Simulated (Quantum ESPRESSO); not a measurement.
**C under changes of volume**

One of the cells (5.672 Å³/atom); the others are scaled copies at fixed shape and fractional positions:

```xyz
12
Lattice="2.5221 0.0000 0.0000 -1.2611 2.1842 0.0000 0.0000 0.0000 12.3557" Properties=species:S:1:pos:R:3 pbc="T T T"
C     1.2611    0.7281    4.3760
C     0.0000    1.4561   10.5539
C     1.2611    0.7281    1.8018
C     0.0000    1.4561    7.9797
C     1.2611    0.7281    5.9205
C     0.0000    1.4561   12.0983
C     1.2611    0.7281    0.2574
C     0.0000    1.4561    6.4352
C     0.0000    0.0000   10.0390
C     0.0000    0.0000    3.8612
C     0.0000    0.0000    8.4945
C     0.0000    0.0000    2.3167
```

This is a hexagonal form of diamond, not graphite.

| Quantity | Value |
| --- | --- |
| Program | Quantum ESPRESSO 7.5 |
| Functional | PBE |
| Potentials or basis | PseudoDojo 0.5 SR PBE stringent |
| Cutoff | 1116 eV |
| Density cutoff | 4463 eV |
| k mesh | 12 × 12 × 3 |
| Occupations | fermi-dirac, width 0.05 eV |
| Spin | no spin polarisation |

```csv
volume (Å³/atom),energy over the lowest point (meV/atom),pressure (GPa),gap on the mesh (eV),largest force (eV/Å)
5.332,35.97,32.7,4.61,0.366
5.445,16.65,21.6,4.55,0.353
5.559,4.89,11.4,4.49,0.341
5.672,0.00,2.1,4.43,0.330
5.786,1.37,-6.3,4.38,0.319
5.899,?,?,?,?
6.012,20.70,-21.0,4.27,0.299
```

Task: What does the run at 5.899 Å³/atom give?

Result: Energy over the lowest point 8.44 meV/atom; pressure -14.0 GPa; gap on the mesh 4.33 eV; largest force 0.309 eV/Å.

Worked out: A Birch-Murnaghan fit of order 3 (a polynomial in V^(-2/3)) to the other rows has its minimum at 5.70 Å³/atom with B0 = V·E''(V) = 434 GPa and B' = 3.7 at fixed shape and positions, which overstates the stiffness. It gives 8.46 meV/atom at 5.899 Å³/atom, against the run's 8.44, and -dE/dV = -13.8 GPa, against -14.0. A straight line through the other rows of the gap, of slope -2.83 eV per unit of ln V, gives 4.32 eV, against the run's 4.33.

Energies are extrapolated to zero smearing.

Caveats: an odd mesh through Γ misses points on the zone boundary, where band edges often lie.
